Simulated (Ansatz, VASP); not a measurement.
**ZnS (Wurtzite-2H) in two plane-wave programs**

Wanted: the spread between two codes on one cell, functional and k mesh. Of the first pair: The cell is taken from a series of runs on this material, whose earlier steps may have relaxed, scaled, displaced or heated it; both programs get it as it stands.

Method: plane waves, with VASP 6.6.1 beside it; relaxation of cell and atoms at BLYP with D3(BJ) and relaxation of cell and atoms at BLYP, in Ansatz 0.2.0.

## (1) The structure

The structure is hexagonal, space group P6_3mc (No. 186). Conventional cell: a = 3.818 Å, b = 3.818 Å, c = 6.260 Å, α = 90.00°, β = 90.00°, γ = 120.00°. Nearest to Zn lie 4 S at 2.34 to 2.35 Å. Nearest to S lie 4 Zn at 2.34 to 2.35 Å. Farther neighbours and most contacts between anions are not listed.

## (2) VASP: relaxation of cell and atoms, BLYP with D3(BJ)

The relaxed volume is the usual yardstick between codes: in a stiff, nearly cubic crystal its relative difference is about their pressure difference at one cell divided by the bulk modulus.

Lines of VASP's logs that name or quote its potential files are left out, and so is its time.

File INCAR:

```
SYSTEM = ZnS
PREC = Accurate
ENCUT = 500
EDIFF = 1E-07
NELM = 120
ISMEAR = 0
SIGMA = 0.02
LREAL = .FALSE.
ALGO = Normal
GGA = B5
ALDAX = 1
AGGAX = 1
AGGAC = 1
ALDAC = 0
IVDW = 12
VDW_S6 = 1
VDW_S8 = 2.6996
VDW_A1 = 0.4298
VDW_A2 = 4.2359
NBANDS = 24
LORBIT = 11
LWAVE = .FALSE.
LCHARG = .FALSE.
ISIF = 3
IBRION = 2
NSW = 80
EDIFFG = -0.005
LASPH = .TRUE.
GGA_COMPAT = .FALSE.
NELMIN = 4
EFERMI = MIDGAP
```

File POSCAR:

```
ZnS
1.0
    3.8180000000      0.0000000000      0.0000000000
   -1.9090000000      3.3064850000      0.0000000000
    0.0000000000      0.0000000000      6.2600000000
Zn S
2 2
Direct
    0.3333332829      0.6666665659      0.0000000000
    0.6666667171      0.3333334341      0.5000000000
    0.3333332829      0.6666665659      0.3750000000
    0.6666667171      0.3333334341      0.8750000000
```

File KPOINTS:

```
Automatic mesh
0
Gamma
9 9 4
0 0 0
```

Potentials, in the order of the species: Zn and S (PBE family, release 64).

Run with:

```console
mpirun -np 1 vasp_std
```

Numbers of over 12 decimals in the logs are rounded to 6 here.

Log:

```text
[banner, memory and clock lines left out]
running    1 mpi-ranks, on    1 nodes
 distrk:  each k-point on    1 cores,    1 groups
 distr:  one band on    1 cores,    1 groups

 POSCAR found type information on POSCAR ZnS
 POSCAR found :  2 types and       4 ions
|                                                                             |
|               ----> ADVICE to this user running VASP <----                  |
|                                                                             |
|     You enforced a specific xc type in the INCAR file but a different       |
|     [... a line on the potential file left out ...]
|     I HOPE YOU KNOW WHAT YOU ARE DOING!                                     |
|                                                                             |

 LDA part: xc-table for (Slater(with rela. corr.)+VWN5), standard interpolation
 POSCAR, INCAR and KPOINTS ok, starting setup
 FFT: planning ... GRIDC
 FFT: planning ... GRID_SOFT
 FFT: planning ... GRID
 WAVECAR not read
 entering main loop
       N       E                     dE             d eps       ncg     rms          rms(c)
DAV:   1     0.240713571805E+03    0.24071E+03   -0.17088E+04  1728   0.176E+03
DAV:   2     0.957055029037E+01   -0.23114E+03   -0.22431E+03  1848   0.362E+02
DAV:   3    -0.121358491223E+02   -0.21706E+02   -0.21595E+02  2160   0.113E+02
DAV:   4    -0.125714959337E+02   -0.43565E+00   -0.43540E+00  2000   0.167E+01
DAV:   5    -0.125798311204E+02   -0.83352E-02   -0.83344E-02  2200   0.215E+00    0.915E+00
DAV:   6    -0.115254977506E+02    0.10543E+01   -0.22996E+00  2696   0.430E+01    0.731E+00
DAV:   7    -0.115538499522E+02   -0.28352E-01   -0.18164E+00  1920   0.759E+00    0.402E+00
DAV:   8    -0.115433689709E+02    0.10481E-01   -0.82541E-02  2344   0.350E+00    0.130E+00
DAV:   9    -0.115434841422E+02   -0.11517E-03   -0.12710E-02  2432   0.200E+00    0.236E-01
DAV:  10    -0.115435793599E+02   -0.95218E-04   -0.13309E-03  2128   0.285E-01    0.847E-02
DAV:  11    -0.115436657542E+02   -0.86394E-04   -0.10746E-04  2048   0.892E-02    0.553E-02
DAV:  12    -0.115436659849E+02   -0.23069E-06   -0.11498E-05  2552   0.404E-02    0.272E-03
DAV:  13    -0.115436660344E+02   -0.49502E-07   -0.13572E-06  2160   0.712E-03    0.368E-03
DAV:  14    -0.115436659884E+02    0.45938E-07   -0.12028E-07  1520   0.223E-03
   1 F= -.14203798E+02 E0= -.14203798E+02  d E =-.142038E+02
[...]
2 F= -.14205265E+02 E0= -.14205265E+02  d E =-.146786E-02
[...]
3 F= -.14205345E+02 E0= -.14205345E+02  d E =-.154740E-02
[...]
4 F= -.14205344E+02 E0= -.14205344E+02  d E =-.154683E-02
[...]
5 F= -.14205570E+02 E0= -.14205570E+02  d E =-.225945E-03
 trial-energy change:   -0.000226  1 .order   -0.000226   -0.000268   -0.000183
 step:   3.0338(harm=  3.0338)  dis= 0.00487  next Energy=   -14.205765 (dE=-0.421E-03)
 bond charge predicted
       N       E                     dE             d eps       ncg     rms          rms(c)
DAV:   1    -0.115192267193E+02   -0.19020E-02   -0.15449E-01  1768   0.261E+00    0.222E-01
DAV:   2    -0.115185829124E+02    0.64381E-03   -0.34634E-03  2232   0.759E-01    0.131E-01
DAV:   3    -0.115182005820E+02    0.38233E-03   -0.45782E-04  2072   0.253E-01    0.394E-02
DAV:   4    -0.115181857718E+02    0.14810E-04   -0.16497E-04  2152   0.101E-01    0.170E-02
DAV:   5    -0.115181865478E+02   -0.77606E-06   -0.17266E-05  1928   0.423E-02    0.101E-02
DAV:   6    -0.115181866300E+02   -0.82154E-07   -0.10644E-06  2208   0.159E-02    0.153E-03
DAV:   7    -0.115181866510E+02   -0.21053E-07   -0.19269E-07  1064   0.441E-03
   6 F= -.14205770E+02 E0= -.14205770E+02  d E =-.426077E-03
 curvature:  -1.66 expect dE=-0.577E-05 dE for cont linesearch -0.297E-08
 trial: gam=-0.00981 g(F)=  0.746E-06 g(S)=  0.273E-05 ort = 0.737E-06 (trialstep = 0.138E+01)
 search vector abs. value=  0.349E-05
 reached required accuracy - stopping structural energy minimisation
```

OUTCAR, selected parts (step 2):

```text
ion  position               nearest neighbor table
   1  0.333  0.667  0.000-   4 2.34   4 2.34   4 2.34   3 2.35
   2  0.667  0.333  0.500-   3 2.34   3 2.34   3 2.34   4 2.35
   3  0.333  0.667  0.375-   2 2.34   2 2.34   2 2.34   1 2.35
   4  0.667  0.333  0.875-   1 2.34   1 2.34   1 2.34   2 2.35

  LATTYP: Found a hexagonal cell.
 ALAT       =     3.8180000000
 C/A-ratio  =     1.6396018858

 Subroutine GETGRP returns: Found 12 space group operations
 (whereof  6 operations were pure point group operations)

The static configuration has the point symmetry C_3v.
 The point group associated with its full space group is C_6v.

 Found     36 irreducible k-points:

   k-points           NKPTS =     36   k-points in BZ     NKDIM =     36   number of bands    NBANDS=     24

   dimension x,y,z NGX =    28 NGY =   28 NGZ =   48
   dimension x,y,z NGXF=    56 NGYF=   56 NGZF=   96

   ENCUT  =  500.0 eV  36.75 Ry    6.06 a.u.   6.96  6.96 11.41*2*pi/ulx,y,z

   NELECT =      36.0000    total number of electrons

 k-points in reciprocal lattice and weights: Automatic mesh
   0.00000000  0.00000000  0.00000000       0.003
   0.11111111  0.00000000  0.00000000       0.019
   0.22222222  0.00000000  0.00000000       0.019
   0.33333333  0.00000000  0.00000000       0.019
   0.44444444  0.00000000  0.00000000       0.019
   0.11111111  0.11111111  0.00000000       0.019
   0.22222222  0.11111111  0.00000000       0.037
   0.33333333  0.11111111  0.00000000       0.037
   0.44444444  0.11111111  0.00000000       0.019
[...]
0.33333333  0.22222222  0.50000000       0.037
   0.33333333  0.33333333  0.50000000       0.006

 Edisp (eV)   -2.68825

 average (electrostatic) potential at core
       1 -35.9540       2 -35.9540       3 -88.0410       4 -88.0410

 E-fermi :   3.6823

 k-point     1 :       0.0000    0.0000    0.0000
  band No.  band energies     occupation
    ...
     14       1.6943      2.00000
     15       1.6943      2.00000
     16       2.4686      2.00000
     17       2.5768      2.00000
     18       2.5768      2.00000
     19       4.7877      0.00000
     20       5.7510      0.00000
     21       8.9433      0.00000
     22       8.9433      0.00000
     23       9.1577      0.00000
    ...

 k-point     2 :       0.1111    0.0000    0.0000
  band No.  band energies     occupation
    ...
     14       1.0634      2.00000
     15       1.5038      2.00000
     16       1.8524      2.00000
     17       2.3644      2.00000
     18       2.4733      2.00000
     19       5.4333      0.00000
     20       6.3171      0.00000
     21       8.5920      0.00000
     22       9.1728      0.00000
     23       9.3872      0.00000
    ...

 k-point     3 :       0.2222    0.0000    0.0000
  band No.  band energies     occupation
    ...
     14      -0.1004      2.00000
     15       0.6537      2.00000
     16       1.0795      2.00000
     17       2.0360      2.00000
     18       2.2068      2.00000
     19       6.3101      0.00000
     20       6.7927      0.00000
     21       8.4955      0.00000
     22       9.2505      0.00000
     23       9.5634      0.00000
    ...

 Edisp (eV)   -2.68758

  Total       0.00010     0.00010     0.01505     0.00000     0.00000     0.00000
  in kB       0.00196     0.00196     0.30784     0.00000     0.00000     0.00000
  external pressure =        0.10 kB  Pullay stress =        0.00 kB

  energy-cutoff  :      500.00
  volume of cell :       78.33
      direct lattice vectors                 reciprocal lattice vectors
     3.800638006  0.000000000  0.000000000     0.263113719  0.151908776 -0.000000000
    -1.900319003  3.291449072 -0.000000000    -0.000000000  0.303817552  0.000000000
     0.000000000 -0.000000000  6.261387059    -0.000000000 -0.000000000  0.159709021

 POSITION                                       TOTAL-FORCE (eV/Angst)
 -----------------------------------------------------------------------------------
     -0.00000      2.19430      0.00644         0.000000     -0.000000     -0.001966
      1.90032      1.09715      3.13713        -0.000000      0.000000     -0.001966
     -0.00000      2.19430      2.34158         0.000000      0.000000      0.001966
      1.90032      1.09715      5.47227         0.000000     -0.000000      0.001966
 -----------------------------------------------------------------------------------
    total drift:                               -0.000001     -0.000225      0.000390

  FREE ENERGIE OF THE ION-ELECTRON SYSTEM (eV)
  ---------------------------------------------------
  free  energy   TOTEN  =       -14.2057704522 eV

  energy  without entropy=      -14.2057704522  energy(sigma->0) =      -14.20577045

 reached required accuracy - stopping structural energy minimisation

 total charge
# of ion       s       p       d       tot
------------------------------------------
    1        0.530   0.483   9.812  10.825
    2        0.530   0.483   9.812  10.825
    3        1.326   2.462   0.000   3.788
    4        1.326   2.462   0.000   3.788
--------------------------------------------------
tot          3.713   5.890  19.623  29.226

[... 3 further parts left out ...]
```

The run keeps the 12 symmetry operations of its start, so it cannot find a distortion of lower symmetry.

## (3) Ansatz: relaxation of cell and atoms, BLYP with D3(BJ)

Ansatz runs on its default PAW (the set named soft_2) files.

The same cell, functional (in two slightly different forms), mesh and smearing now go to Ansatz, which takes its cutoff from its data sets.

File input.yaml:

```yaml
crystal:
  lattice:
    - [3.818, 0.0, 0.0]
    - [-1.909, 3.3064849916, 0.0]
    - [0.0, 0.0, 6.26]
  atoms:
    - { symbol: Zn, position: [0.3333333333, 0.6666666667, 0.0] }
    - { symbol: Zn, position: [0.6666666667, 0.3333333333, 0.5] }
    - { symbol: S, position: [0.3333333333, 0.6666666667, 0.375] }
    - { symbol: S, position: [0.6666666667, 0.3333333333, 0.875] }
kpoints:
  mp_grid: { grid: [9, 9, 4] }
hamiltonian:
  xc: blyp
  dispersion: d3bj
scf:
  occupations: { method: gaussian, width: 0.02 }
output:
  forces: true
  stress: true
  eigenvalues: true
relax:
  adjacent_minimum: "off"
  f_tol: 0.005
  max_steps: 60
  cell: { stress_tol: 0.03 }
```

Run with:

```console
ansatz run input.yaml --threads 4 --pin off --max-ram 8192MiB --backend cpu --events-out ev --progress --plain --runs-dir out
```

Log:

```text
Engine: ansatz 0.2.0, aarch64-unknown-linux-gnu
Pseudopotentials: kind: paw
Pseudopotential: Zn, paw, valence charge 12, recommended cutoff 420 eV (normal), Zn.paw.azcp
Pseudopotential: S, paw, valence charge 6, recommended cutoff 420 eV (normal), S.paw.azcp
Functional definition: BLYP
  parameter beta = 0.0042
  parameter a = 0.04918
  parameter b = 0.132
  parameter c = 0.2533
  parameter d = 0.349
  exchange = b88_x(beta = beta)
  correlation = lyp_c(a = a, b = b, c = c, d = d)
Crystal: 4 atoms, lattice volume = 79.027 Å³
Basis set: ecut = 420 eV, 1545 PW (Γ), exchange–correlation on 54×54×90 points (8 copies of the dense FFT grid, shifted against one another)
Bands: 22, of which v1, the nominal top of the filled ones, is band 18 counted from 1 (17 counted from 0)
Symmetry: 12 space group operations
Space group: P63mc (ITA 186), of the structure as read, at distance tolerance 4.3e-5 Å
k-points: 36 of 324 (time reversal used)
Non-local potential: Zn, projectors of the file, l = 0: 2, l = 1: 2, l = 2: 3, l = 3: 1
Non-local potential: S, projectors of the file, l = 0: 2, l = 1: 2, l = 2: 2
PAW form: soft (Blöchl's): semilocal exchange-correlation on the pseudo side does not see the compensation charge
PAW frozen core: Zn, regenerated for the run's functional, and the local potential with it (the file was generated under x = pbe(κ = 0.804, μ = 0.219515), c = pbe(β = 0.066725))
PAW frozen core: S, regenerated for the run's functional, and the local potential with it (the file was generated under x = pbe(κ = 0.804, μ = 0.219515), c = pbe(β = 0.066725))
PAW one-centre angular grid: Zn, 590 points (default); XC on 64 Gauss nodes
PAW one-centre angular grid: S, 110 points (default); XC on 64 Gauss nodes
Initial density: superposition of atomic densities (neutral atoms: chi_scale 0, normalization atom), corrected by the library's trained network
Initial wavefunctions: pseudopotential atomic-orbital guess
Functional: x = b88, c = lyp
SCF iter   1: F=—  HF=-8476.262675 eV  |F-HF|=—  |Δ(HF+E_count)|=         —  Δρ=6.15e-3  dr2=3.56e-2  ethr=1.77e-3  ⟨swp⟩=6.4  Hψ=3969  notcnv=0
preconditioner: auto → Resta (q_TF=auto, 2.393 Å⁻¹)  ε∞=6.4  [insulator: Δε(μ)=2.204 eV  Ē_g=10.738 eV  σ=0.020 eV  W_gap=1.00  n_scr=22 (ndim 8)  ℏωp=25.1 eV  f_vac=0.040  D(μ)=0.00/eV (n_scr^D=0)  ε∞_Penn≈6.4]
SCF iter   2: F=—  HF=-8476.252225 eV  |F-HF|=—  |Δ(HF+E_count)|=   1.05e-2  Δρ=2.64e-3  dr2=6.79e-3  ethr=9.89e-5  ⟨swp⟩=2.6  Hψ=1633  notcnv=0
SCF iter   3: F=—  HF=-8476.250056 eV  |F-HF|=—  |Δ(HF+E_count)|=   2.17e-3  Δρ=1.03e-3  dr2=5.53e-4  ethr=1.89e-5  ⟨swp⟩=2.1  Hψ=1571  notcnv=0
SCF iter   4: F=—  HF=-8476.249924 eV  |F-HF|=—  |Δ(HF+E_count)|=   1.32e-4  Δρ=4.60e-4  dr2=2.29e-4  ethr=1.54e-6  ⟨swp⟩=2.0  Hψ=1436  notcnv=0
SCF iter   5: F=—  HF=-8476.249835 eV  |F-HF|=—  |Δ(HF+E_count)|=   8.92e-5  Δρ=1.39e-4  dr2=1.20e-5  ethr=6.36e-7  ⟨swp⟩=2.0  Hψ=1365  notcnv=0
SCF iter   6: F=—  HF=-8476.249805 eV  |F-HF|=—  |Δ(HF+E_count)|=   3.04e-5  Δρ=2.60e-5  dr2=6.47e-7  ethr=3.32e-8  ⟨swp⟩=2.6  Hψ=1445  notcnv=0
SCF iter   7: F=-8476.249805 eV  HF=-8476.249805 eV  |F-HF|=5.47e-8  |Δ(HF+E_count)|=   1.32e-7  Δρ=1.20e-5  dr2=8.71e-8  ethr=2.78e-10  ⟨swp⟩=5.7  Hψ=3672  notcnv=0
SCF 1 converged in 7 iterations: F = -8476.249805 eV  dr2 = 8.71e-8
  greatest PAW one-centre occupation: 0.984 electrons in one spin orbital (limit 2), on the Zn atom at site 1 (counted from 0), in its partial waves of l = 2
relax step   1: F+E_penalty+E_count = -8476.24980483 eV  Δ(F+E_penalty+E_count) = +0.000e0 eV  max|allowed force component| = 3.799e-2 eV/Å  Δτ_max = 0.0000 Å  P = -0.752 GPa  Ω = 79.027 Å³  (7 SCF iters, dr2 threshold 1.00e-7 eV, accepted)
[...]
relax step   2: F+E_penalty+E_count = -8476.25203997 eV  Δ(F+E_penalty+E_count) = -2.235e-3 eV  max|allowed force component| = 2.685e-2 eV/Å  Δτ_max = 0.0034 Å  P = -0.326 GPa  Ω = 78.552 Å³  energy of the carried Pulay correction = +1.369e-4 eV  (5 SCF iters, dr2 threshold 4.00e-7 eV, accepted)
[...]
relax step   3: F+E_penalty+E_count = -8476.25264034 eV  Δ(F+E_penalty+E_count) = -6.004e-4 eV  max|allowed force component| = 6.129e-3 eV/Å  Δτ_max = 0.0023 Å  P = +0.026 GPa  Ω = 78.174 Å³  energy of the carried Pulay correction = +2.463e-4 eV  (5 SCF iters, dr2 threshold 4.00e-7 eV, accepted)
[...]
relax step   4: F+E_penalty+E_count = -8476.25264296 eV  Δ(F+E_penalty+E_count) = -2.621e-6 eV  max|allowed force component| = 2.091e-3 eV/Å  Δτ_max = 0.0005 Å  P = +0.006 GPa  Ω = 78.194 Å³  energy of the carried Pulay correction = +2.406e-4 eV  (5 SCF iters, dr2 threshold 2.69e-9 eV, accepted)
[...]
relax step   5: F+E_penalty+E_count = -8476.25241022 eV  Δ(F+E_penalty+E_count) = +2.327e-4 eV  max|allowed force component| = 2.136e-3 eV/Å  Δτ_max = 0.0000 Å  P = +0.006 GPa  Ω = 78.194 Å³  stress off target by 1.28e-2 GPa  SCF on the basis re-selected at this cell (its energy is not comparable with the rows above)  (6 SCF iters)
basis re-selected at this cell: Δ(F+E_penalty+E_count) = +2.327e-4 eV, ΔP = +0.000 GPa vs the last step (what re-selecting the basis moved, of the pressure what is left beyond the Pulay correction that the steps carried, after the strain that the cell walked since its last selection, with what the two solves' SCF thresholds leave and, on support functions, any second-order correction that the steps lacked; it is no m [...]
SCF converged after 6 iterations
Free energy (F): -8476.252410 eV
Harris-Foulkes:  -8476.252410 eV  (|F-HF|=1.82e-12)
Internal energy: -8476.252410 eV  (E = F + TS)
E sigma→0 (E₀):  -8476.252410 eV
Fermi energy:    7.388690 eV
--- Per-component energies (eV) ---
  E_band       = 24.706497
  E_kinetic    = 480.446723
  E_local      = -4077.200667  (includes V_loc(G=0)·N_el)
  E_nonlocal   = 1282.179213
  E_hartree    = 1708.656447
  E_xc         = -465.609192
  E_vxc        = -273.880141  (∫ρ·V_xc dr)
  E_paw        = -4890.348070  (= ΣΔE_a)
  E_vpaw       = -804.150867  (= ΣTr[D̂ρ^β])
  E_aug_tail   = -0.000750  (compensation charges beyond the density's cutoff)
  E_ewald      = -2511.587362
  E_disp       = -2.693066  (pairwise vdW)
  E_core_change = -0.095686  (= ΣΔE_core)
  E_smearing   = -0.000000  (= −TS)
  E_closure    = 0.000000  (closes the sum)
  Σ components = -8476.252410   (vs F -8476.252410, Δ=0.00e0)
--- Forces (eV/Å), atoms counted from 1 ---
  atom   1  Zn     0.00000000    -0.00000000     0.00213375
  atom   2  Zn    -0.00000000     0.00000000     0.00213375
  atom   3  S     -0.00000000    -0.00000000    -0.00213875
  atom   4  S     -0.00000000     0.00000000    -0.00213875
  max |Σ_I F_I| component: 1.00e-5 eV/Å
--- Stress (GPa, compression-positive) ---
        0.012847       0.000000       0.000000
        0.000000       0.012847       0.000000
        0.000000       0.000000      -0.007052
  P = ⅓ Tr σ = 0.0062 GPa (0.062 kbar)
--- Band table (eV; the first three rows and the last of 36) ---
  k-point 0: bands = [... 14 lower, 5.4122, 6.1879, 6.2960, 6.2960, 8.4813, 9.4470, 12.6329, 12.6329]
  k-point 1: bands = [... 14 lower, 5.5319, 5.5319, 6.1554, 6.1554, 9.3835, 9.5927, 12.5679, 12.7366]
  k-point 2: bands = [... 14 lower, 5.8333, 5.8333, 5.8333, 5.8333, 9.8705, 9.8705, 13.1033, 13.1033]
  k-point 35: bands = [... 14 lower, 3.2806, 3.2806, 4.9177, 4.9177, 10.7822, 10.7822, 12.7073, 12.7073]
--- Relaxed structure (4 steps of the walk, 4 accepted, 1 SCFs on fresh bases) ---
  F+E_penalty+E_count = -8476.25241022 eV   max|allowed force component| = 2.136e-3 eV/Å   (the final SCF, on the basis selected at the relaxed cell)
  cell:  # Å, volume = 78.1936 Å³
    - [3.798205, 0, 0]
    - [-1.899102, 3.289342, 0]
    - [0, 0, 6.258692]
  atoms:
    - { symbol: Zn, position: [0.333333, 0.666667, 0.000996351] }
    - { symbol: Zn, position: [0.666667, 0.333333, 0.500996] }
    - { symbol: S, position: [0.333333, 0.666667, 0.374004] }
    - { symbol: S, position: [0.666667, 0.333333, 0.874004] }
```

## (4) Differences

Known differences besides the potentials themselves: the cutoff is 420 eV in Ansatz and 500 eV in VASP; Ansatz makes its cores anew for this functional, VASP keeps those of its PBE data sets; VASP's log shows a relativistic correction to its local exchange, Ansatz's none; Ansatz adds a Pulay correction to the stress that steers its cell, VASP none. Total energies have different zeros and are not compared.

Compared:

```tsv
quantity	Ansatz	VASP	difference
volume (Å³)	78.19	78.33	-0.17 %
edge a after relaxation, in the typed setting (Å)	3.798	3.801	-0.06 %
edge c after relaxation, in the typed setting (Å)	6.259	6.261	-0.04 %
```

(Part 1 of 2 ends here.)

[Lines on the potential files, build, host, timing and source positions are cut from VASP's logs without a mark.]

[Logs are printed without paths, hosts, clocks, repeated set-up lines and the standing remarks that a program may print on its own settings, such as how far it seeks lower states.]

[Hosts, paths, dates, database ids (printed as entryN), source tags and the programs' standing remarks are cut or masked in the printed files.]
